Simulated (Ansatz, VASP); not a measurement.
## Sb in VASP and in Ansatz

```xyz
3
Lattice="5.4318 0.0000 0.0000 -2.7159 4.7041 0.0000 0.0000 0.0000 3.2323" Properties=species:S:1:pos:R:3 pbc="T T T"
Sb    0.0000    0.0000    0.0000
Sb    0.0000    3.1360    1.6162
Sb    2.7159    1.5680    1.6162
```

Alike in both runs: functional PBE; k mesh 12 × 12 × 14; occupations gaussian, width 0.1 eV; no spin polarisation.

Ansatz relaxed the structure, and its values are those at the end. VASP's run is a single point on that final structure, the one shown.

```csv
,VASP,Ansatz
version,VASP 6.6.1,Ansatz 0.2.0
potentials or method,"VASP PAW PBE potentials, release 64 (Sb)","scalar-relativistic, plane waves, PAW"
plane-wave cutoff (eV),520,420
valence electrons in the cell,15,45
```

Ansatz gave:

```
gap on the k mesh at the Fermi level (eV) : none
pressure (GPa)                            : 0.0
```

Task: Which values does VASP return?

Result: gap on the k mesh at the Fermi level (eV): none; pressure (GPa): -0.1.

A gap of «none» marks a metal or a gap that the smearing closes. The functional is the same, so the differences come from potentials, cutoffs and numerics. The two sets of potentials don't hold the same shells in valence.

The runs have no spin-orbit coupling, so splittings on Sb are missing.
